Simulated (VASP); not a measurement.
Input of a VASP 6.6.1 run:

INCAR

```
  AGGAC = 0.0
  ALGO = Fast
  EDIFF = 1E-6
  ENCUT = 400
  GGA = MK
  ISIF = 2
  ISMEAR = 0
  ISYM = 0
  LASPH = True
  LCHARG = False
  LREAL = Auto
  LUSE_VDW = True
  LWAVE = False
  NELM = 60
  PARAM1 = 0.1234
  PARAM2 = 0.711357
  PREC = Accurate
  SIGMA = 0.03
  ZAB_VDW = -1.8867
```

File KPOINTS:

```
k-points
0
Gamma
  1 1 1
```

POSCAR

```
Si48H18O
1.0
    7.6805938572      7.6805938572      0.0000000000
   -7.6805938572      7.6805938572      0.0000000000
    0.0000000000      0.0000000000     23.4276500000
Si H O
48 18 1
Direct
    0.6860000000      0.3133000000      0.4097000000
    0.8148000000      0.6818000000      0.4097000000
    0.0504000000      0.9500000000      0.4292000000
    0.3178000000      0.1848000000      0.4096000000
    0.9627000000      0.5393000000      0.4387000000
    0.2090000000      0.7917000000      0.4277000000
    0.4598000000      0.0353000000      0.4388000000
    0.5403000000      0.4597000000      0.4392000000
    0.8750000000      0.3893000000      0.3773000000
    0.8842000000      0.8720000000      0.3762000000
    0.1279000000      0.1157000000      0.3757000000
    0.3885000000      0.3758000000      0.3778000000
    0.1145000000      0.6287000000      0.3780000000
    0.3704000000      0.8859000000      0.3765000000
    0.6102000000      0.1238000000      0.3778000000
    0.6239000000      0.6115000000      0.3775000000
    0.9990000000      0.2514000000      0.3239000000
    0.0040000000      0.7497000000      0.3128000000
    0.2502000000      0.9972000000      0.3118000000
    0.4993000000      0.2495000000      0.3126000000
    0.2492000000      0.5003000000      0.3250000000
    0.4997000000      0.7508000000      0.3247000000
    0.7486000000      0.0006000000      0.3241000000
    0.7498000000      0.5009000000      0.3123000000
    0.8731000000      0.1266000000      0.2646000000
    0.8776000000      0.6250000000      0.2572000000
    0.1239000000      0.8759000000      0.2555000000
    0.3755000000      0.1232000000      0.2567000000
    0.1268000000      0.3738000000      0.2645000000
    0.3734000000      0.6264000000      0.2650000000
    0.6265000000      0.8731000000      0.2644000000
    0.6230000000      0.3766000000      0.2566000000
    0.7508000000      0.2491000000      0.2026000000
    0.7494000000      0.7510000000      0.2026000000
    0.9959000000      0.0039000000      0.2025000000
    0.2488000000      0.2511000000      0.2025000000
    0.0035000000      0.4969000000      0.2028000000
    0.2518000000      0.7481000000      0.2022000000
    0.5033000000      0.9964000000      0.2027000000
    0.4958000000      0.5040000000      0.2027000000
    0.8750000000      0.3750000000      0.1455000000
    0.8750000000      0.8750000000      0.1455000000
    0.1250000000      0.1250000000      0.1455000000
    0.3750000000      0.3750000000      0.1455000000
    0.1250000000      0.6250000000      0.1455000000
    0.3750000000      0.8750000000      0.1455000000
    0.6250000000      0.1250000000      0.1455000000
    0.6250000000      0.6250000000      0.1455000000
    0.9516000000      0.2984000000      0.1067000000
    0.7984000000      0.4516000000      0.1067000000
    0.9516000000      0.7984000000      0.1067000000
    0.7984000000      0.9516000000      0.1067000000
    0.2016000000      0.0484000000      0.1067000000
    0.0484000000      0.2016000000      0.1067000000
    0.4516000000      0.2984000000      0.1067000000
    0.2984000000      0.4516000000      0.1067000000
    0.2016000000      0.5484000000      0.1067000000
    0.0484000000      0.7016000000      0.1067000000
    0.4516000000      0.7984000000      0.1067000000
    0.2984000000      0.9516000000      0.1067000000
    0.7016000000      0.0484000000      0.1067000000
    0.5484000000      0.2016000000      0.1067000000
    0.7016000000      0.5484000000      0.1067000000
    0.5484000000      0.7016000000      0.1067000000
    0.3059000000      0.8027000000      0.5128000000
    0.0138000000      0.9878000000      0.4885000000
    0.2487000000      0.7477000000      0.4938000000
```

Potentials or basis: VASP PAW PBE potentials, release 64 (Si, H, O).

The run is started by

```console
$ cat potpaw_PBE.64/Si/POTCAR potpaw_PBE.64/H/POTCAR potpaw_PBE.64/O/POTCAR > POTCAR
$ mpirun -np 8 vasp_gam > vasp.out
```

(1) Predict the largest force.

(2) Predict the band gap on the k mesh.

## Answers

(1) 0.371 eV/Å.

(2) 0.49 eV, direct.

Caveat: the PAW data sets were made with another functional, which shifts forces and pressure a little.
